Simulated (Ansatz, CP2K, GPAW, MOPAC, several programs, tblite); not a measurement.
# PbS: cheap methods against density-functional theory

How much accuracy does each second buy? PbS is computed with 10 methods, from the cheapest up to r2SCAN.

Computed with MOPAC, tblite, CP2K, GPAW, Ansatz (versions at each run) (no spin polarisation, static lattice; gaps from single points on the cell relaxed beforehand with r²SCAN, unless a step's input says otherwise).

### 1 The structure to begin with

It takes space group Pm-3m (No. 221, cubic). The conventional cell has a = 3.635 Å, b = 3.635 Å, c = 3.635 Å, α = 90.00°, β = 90.00°, γ = 90.00°. Around Pb (site symmetry m-3m) lie 8 S at 3.15 Å. Around S (site symmetry m-3m) lie 8 Pb at 3.15 Å.

Structure file:

```cif
data_structure
_symmetry_space_group_name_H-M 'Pm-3m'
_symmetry_Int_Tables_number 221
_cell_length_a 3.6351
_cell_length_b 3.6351
_cell_length_c 3.6351
_cell_angle_alpha 90.000
_cell_angle_beta 90.000
_cell_angle_gamma 90.000
_cell_volume 48.04
loop_
_atom_site_label
_atom_site_type_symbol
_atom_site_symmetry_multiplicity
_atom_site_Wyckoff_symbol
_atom_site_fract_x
_atom_site_fract_y
_atom_site_fract_z
_atom_site_occupancy
Pb1 Pb 1 a 0.00000 0.00000 0.00000 1
S1 S 1 b 0.50000 0.50000 0.50000 1
```

The structure type (CsCl) is imposed and need not be the compound's stable one.

**Question.** The methods are PM6, PM7, GFN1-xTB (tblite), GFN2-xTB (tblite), PBE/DZVP, PBE/single-zeta, PBE/SZV, coarse PBE, PBE, r2SCAN. What gap does r2SCAN give on this cell, and which other methods (full PBE left aside) come nearest to r2SCAN and farthest in gap, volume and bulk modulus?

| quantity | value |
| --- | --- |
| r2SCAN | no gap, 24.02 Å³/atom, B₀ 64 GPa |
| gap: nearest and farthest of the other methods | PBE/DZVP, PBE/single-zeta, PBE/SZV, coarse PBE (about 0.00 eV off); PM7 (+7.14 eV) |
| volume: nearest and farthest of the other methods | PBE/SZV (-1.2 %), GFN2-xTB (tblite) (-11.3 %) |
| bulk modulus: nearest and farthest of the other methods | PBE/DZVP (-8 %), GFN2-xTB (tblite) (+41 %) |

**Reading.** For the gap (full PBE left aside), PBE/DZVP, PBE/single-zeta, PBE/SZV, coarse PBE tie for nearest to r2SCAN; PM7 is farthest. Among the 3 methods compared for the volume (full PBE left aside), PBE/SZV is nearest to r2SCAN and GFN2-xTB (tblite) farthest. For the bulk modulus, of the 3 methods compared (full PBE left aside), PBE/DZVP comes nearest to r2SCAN and GFN2-xTB (tblite) is farthest. A minimal basis or a coarse cutoff and mesh shifts results by its own error, so closeness to r2SCAN can be chance. Cluster runs see only the k-points that fold onto the zone centre, so their gaps can miss the band edges. No volume is given for PM6, PM7, GFN1-xTB (tblite), PBE/single-zeta, coarse PBE, which can hide a larger miss. The crystal is layered or molecular; volumes and moduli at fixed shape hide how each method binds the layers. Overlaps count as a gap of zero in the misses; they are PBE/DZVP -0.60, PBE/single-zeta -0.66, PBE/SZV -1.54, coarse PBE -0.48, PBE -0.45, r2SCAN -0.25 eV. CPU times run from 0.62 s (coarse PBE) to 6.9 s (PM6). On this cell PM6, PM7, PBE/DZVP cost more than r2SCAN itself (4.3 s), so they are no saving here. A cluster method computes far more atoms than the primitive cell, so on a small crystal it can cost more than plane waves. PM6, PM7, GFN1-xTB (tblite), GFN2-xTB (tblite) disagree with r2SCAN even on whether there is a gap. Semilocal functionals can close a small real gap, so r2SCAN's «no gap» may be its own error. r2SCAN is a yardstick, not the truth. Spin-orbit coupling is left out throughout.
